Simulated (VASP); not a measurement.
The system is AlN.

```
CELL_PARAMETERS angstrom
5.87419 0.00000 0.00000
0.00000 3.34469 0.00000
0.00000 0.00000 3.16697
ATOMIC_POSITIONS crystal
Al 0.75000 0.00000 0.35541
Al 0.00000 0.50000 0.00000
Al 0.25000 0.00000 0.64459
Al 0.50000 0.50000 0.00000
N 0.75000 0.50000 0.64459
N 0.00000 0.00000 0.00000
N 0.25000 0.50000 0.35541
N 0.50000 0.00000 0.00000
```

The cell was built by a generator and needn't be a form met in nature.

| Item | Value |
| --- | --- |
| Program | VASP 6.6.1 |
| Task | relaxation of cell and atoms |
| Functional | PBE |
| Potentials or basis | VASP PAW PBE potentials, release 64 (Al, N) |
| Cutoff | 600 eV |
| k mesh | 4 × 6 × 6 |
| Occupations | gaussian, width 0.1 eV |
| Spin | no spin polarisation |

At the start: pressure 75.9 GPa; volume 7.78 Å³/atom.

Task: Where does the relaxation end?

Result: Over 18 steps the energy falls by 1002.4 meV/atom and the volume is 8.41 Å³/atom (+8.2 %); space group Fm-3m (No. 225, to 0.05 Å).

The path:
```tsv
step	energy change (eV)	largest force (eV/Å)	pressure (GPa)	volume (Å³)
1	0.0000	5.7029	75.87	62.22
2	-1.3590	0.5093	-43.38	99.95
3	-5.3512	2.1827	-15.66	79.06
4	-5.3637	2.2881	-13.50	78.29
5	-5.3641	2.3382	-12.47	77.93
6	-6.6573	1.8226	-6.98	72.63
7	-6.9213	1.1986	25.95	62.07
8	-7.3194	1.5602	4.98	67.21
9	-7.3561	1.5151	8.97	65.93
10	-7.9314	0.5439	4.34	66.34
11	-7.9314	0.5473	4.35	66.34
12	-7.9867	0.3551	-3.00	68.17
13	-7.9877	0.3652	-2.17	67.95
14	-8.0065	0.2711	-0.17	67.36
15	-8.0091	0.2203	1.00	67.05
16	-8.0174	0.0924	0.21	67.23
17	-8.0181	0.0450	-0.04	67.29
18	-8.0192	0.0239	-0.07	67.29
```

Final structure:
```
Al N
1.0
     5.75883    0.00000    0.00000
     0.00000    4.05664    0.00000
     0.00000    0.00000    2.88056
Al N
4 4
Direct
  0.75000 0.00000 0.49982
  0.00000 0.50000 0.00000
  0.25000 0.00000 0.50018
  0.50000 0.50000 0.00000
  0.75000 0.50000 0.50080
  0.00000 0.00000 0.00000
  0.25000 0.50000 0.49920
  0.50000 0.00000 0.00000
```
